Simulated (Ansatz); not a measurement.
**TiCo2: do energies and stresses tell the same story?**

All numbers below come from DFT PBEsol, scalar-relativistic, plane waves, PAW in Ansatz.

Plane waves to 420 eV, a k mesh through Γ of 10×10×10 on the computed 6-atom cell and Gaussian smearing (0.10 eV); no spin polarisation.

Relaxed cell: Fd-3m, a = 6.553 Å, b = 6.553 Å, c = 6.553 Å, α = 90.00°, β = 90.00°, γ = 90.00°, 6 atoms in the primitive cell. Whether it is the stable form of this composition wasn't checked.

Energies at zero smearing and pressures from the stress tensor, at volumes with shape and atoms relaxed:
```csv
V (Å³/atom),E − E(first) (meV/atom),P (GPa)
10.316,0.00,39.12
10.668,-71.90,26.84
11.020,-118.94,16.42
11.371,-144.85,7.55
11.723,-152.79,0.02
12.075,-145.45,-6.39
12.426,-125.14,-11.83
12.895,-81.20,-17.83
```

Check P = −dE/dV between neighbouring volumes, and get the bulk modulus from the pressures alone.

With 1 eV/Å³ = 160.2 GPa:
```
middle V (Å³/atom)  −ΔE/ΔV (GPa) mean P (GPa)
            10.492        32.757        32.984
            10.844        21.430        21.630
            11.195        11.802        11.984
            11.547         3.616         3.785
            11.899        -3.341        -3.185
            12.250        -9.254        -9.109
            12.661       -15.013       -14.828
```

The two differ by 0.23 GPa at most. The mean of two end pressures misses the average over a step by about ΔV² P″/12, up to 0.17 GPa here; with that taken off 0.07 GPa remains. The stress is the derivative of the free energy, not of the energy at zero smearing, and with free energies 0.01 GPa remains. Around V = 11.723 Å³/atom, the two neighbours give B = −V ΔP/ΔV = 11.723 × 13.94 / 0.703 = 232.3 GPa, against B0 = 231.4 GPa from the Birch–Murnaghan fit of the energies.

Spin polarisation was left out, and a magnetic state may lie lower.

A ferromagnetic start lost its moments in a first run, so spin was left out; other magnetic orders weren't tried.